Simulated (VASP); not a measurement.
# Pb (P6_3/mmc) in VASP: notebook, part 2 of 2

VASP 6.6.1. Earlier steps stand in the parts before.

### Step 4. Electric field gradients, PBEsol (volume scaled by 1.04)

The input, INCAR:

```
SYSTEM = Pb
PREC = Accurate ; ENCUT = 520
EDIFF = 1E-8 ; ISMEAR = -1
SIGMA = 0.08 ; LREAL = .FALSE.
LASPH = .TRUE. ; NELM = 100
ALGO = Fast ; ISIF = 2
LWAVE = .FALSE. ; LCHARG = .FALSE.
GGA = PS ; LEFG = .TRUE.
NBANDS = 21
```

The input, KPOINTS:

```
Automatic mesh
0
G
  14 14 8
  0 0 0
```

The input, POSCAR:

```
Pb
1.0
    3.5257954250      0.0000000000      0.0000000000
   -1.7628977125      3.0534284065      0.0000000000
    0.0000000000      0.0000000000      5.6635610674
Pb
2
Direct
    0.3333333333      0.6666666667      0.2500000000
    0.6666666667      0.3333333333      0.7500000000
```

Potentials or basis: VASP PAW PBE potentials, release 64 (Pb_d).

Started as:

```
> cat potpaw_PBE.64/Pb_d/POTCAR > POTCAR
> mpirun -np 1 vasp_std > vasp.out
```

OUTCAR:

```text
SYSTEM = Pb
   PREC = Accurate
   ENCUT = 520
   EDIFF = 1E-8
   ISMEAR = -1
   LREAL = .FALSE.
   LASPH = .TRUE.
   NELM = 100
   ISIF = 2
   GGA = PS

 ion  position               nearest neighbor table
   1  0.333  0.667  0.250-   2 3.49   2 3.49   2 3.49   2 3.49   2 3.49   2 3.49
   2  0.667  0.333  0.750-   1 3.49   1 3.49   1 3.49   1 3.49   1 3.49   1 3.49

  LATTYP: Found a hexagonal cell.
 ALAT       =     3.5257954250
 C/A-ratio  =     1.6063215203

  Lattice vectors:

 A1 = (   3.5257954250,   0.0000000000,   0.0000000000)
 A2 = (  -1.7628977125,   3.0534284065,   0.0000000000)
 A3 = (   0.0000000000,   0.0000000000,   5.6635610674)

Analysis of symmetry for initial positions (statically):
=====================================================================
 Subroutine PRICEL returns:
 Original cell was already a primitive cell.

 Routine SETGRP: Setting up the symmetry group for a
 hexagonal supercell.
[... 769 lines left out ...]
  volume of cell :       60.97
      direct lattice vectors                 reciprocal lattice vectors
     3.525795425  0.000000000  0.000000000     0.283623943  0.163750360  0.000000000
    -1.762897713  3.053428407  0.000000000     0.000000000  0.327500719  0.000000000
     0.000000000  0.000000000  5.663561067     0.000000000  0.000000000  0.176567355

 POSITION                                       TOTAL-FORCE (eV/Angst)
 -----------------------------------------------------------------------------------
     -0.00000      2.03562      1.41589        -0.000000     -0.000000      0.000000
      1.76290      1.01781      4.24767         0.000000      0.000000      0.000000
 -----------------------------------------------------------------------------------
    total drift:                               -0.000000      0.000000      0.000000

  FREE ENERGIE OF THE ION-ELECTRON SYSTEM (eV)
  ---------------------------------------------------
  free  energy   TOTEN  =        -7.9773605073 eV

  energy  without entropy=       -7.9517593470  energy(sigma->0) =       -7.96455993

 Electric field gradients (V/A^2)
---------------------------------------------------------------------
 ion       V_xx      V_yy      V_zz      V_xy      V_xz      V_yz
---------------------------------------------------------------------
   1      22.366    22.367   -44.733     0.001     0.000    -0.000
   2      22.366    22.367   -44.733     0.001    -0.000     0.000
---------------------------------------------------------------------

 Electric field gradients after diagonalization (V/A^2)
 (convention: |V_zz| > |V_xx| > |V_yy|)
----------------------------------------------------------------------
 ion       V_xx      V_yy      V_zz     asymmetry (V_yy - V_xx)/ V_zz
----------------------------------------------------------------------
   1      22.368    22.365   -44.733       0.000
   2      22.368    22.365   -44.733       0.000
----------------------------------------------------------------------

           NMR quadrupolar parameters

 Cq : quadrupolar parameter    Cq=e*Q*V_zz/h
 eta: asymmetry parameters     (V_yy - V_xx)/ V_zz
 Q  : nuclear electric quadrupole moment in mb (millibarn)
----------------------------------------------------------------------
 ion       Cq(MHz)       eta       Q (mb)
----------------------------------------------------------------------
   1      -0.108       0.000       1.000
   2      -0.108       0.000       1.000
----------------------------------------------------------------------
```

stdout:

```text
POSCAR found type information on POSCAR Pb
 POSCAR found :  1 types and       2 ions
 scaLAPACK will be used
 -----------------------------------------------------------------------------
|                                                                             |
|                                                                             |
|     You enforced a specific xc type in the INCAR file but a different       |
|     I HOPE YOU KNOW WHAT YOU ARE DOING!                                     |
|                                                                             |
 -----------------------------------------------------------------------------

 LDA part: xc-table for (Slater+PW92), standard interpolation
 POSCAR, INCAR and KPOINTS ok, starting setup
 FFT: planning ... GRIDC
 FFT: planning ... GRID_SOFT
 FFT: planning ... GRID
 WAVECAR not read
 entering main loop
ion   1

ion   2
```

Wall time 98 s (1 thread of AMD EPYC 9R45 (Zen 5), shared host); peak memory 0.23 GiB.

Results:

```yaml
Free_energy: -7.9774 eV
Pressure: -0.9 GPa
Band_gap_on_the_k_mesh: none (metal or under the smearing width)
```

Stress tensor (GPa, compression positive):
```
-1.45  0.00  0.00
 0.00 -1.45  0.00
 0.00  0.00  0.05
```

Levels at points of the mesh, in eV from the Fermi level:
```tsv
k point	band 10	band 11	band 12	band 13	band 14	band 15	band 16	band 17	band 18	band 19
(0.00, 0.00, 0.00)	-16.68	-11.69	-7.95	-4.10	5.39	5.39	7.21	7.21	7.83	8.57
(0.50, 0.00, 0.00)	-16.66	-8.33	-7.12	-2.83	-1.35	-0.47	1.78	1.95	5.59	6.06
(0.00, 0.00, 0.50)	-16.74	-10.46	-10.46	0.96	0.96	6.26	6.26	6.26	6.26	9.16
(0.50, 0.00, 0.50)	-16.67	-7.53	-7.53	-3.63	-3.63	3.35	3.35	3.63	3.63	6.88
```

Electric field gradients, principal values (V/Å²):
```tsv
atom	Vxx	Vyy	Vzz
1 Pb	22.365	22.368	-44.733
2 Pb	22.365	22.368	-44.733
```

Caveat: the PAW data sets were made with another functional, which shifts forces and pressure a little.

### Step 5. Overview

```csv
level,cell,k mesh,gap on the mesh (eV),pressure (GPa)
PBE,as given,10 × 10 × 6,none,3.9
PBE,"z stretched by -1.5 % at fixed volume, crystal datasets",14 × 14 × 8,none,4.1
PBEsol,"functional pbesol, volume scaled by 1.04, PAW files",14 × 14 × 8,none,-0.9
```

Alike in all rows: task electric field gradients; potentials or basis VASP PAW PBE potentials, release 64 (Pb_d); no spin polarisation; cutoff (eV) 520; smearing fermi-dirac 0.08 eV.

Caveats: the PAW data sets were made with another functional, which shifts forces and pressure a little (some runs).

Total energies depend on the potentials used, so only differences within one code and one set of settings carry meaning.
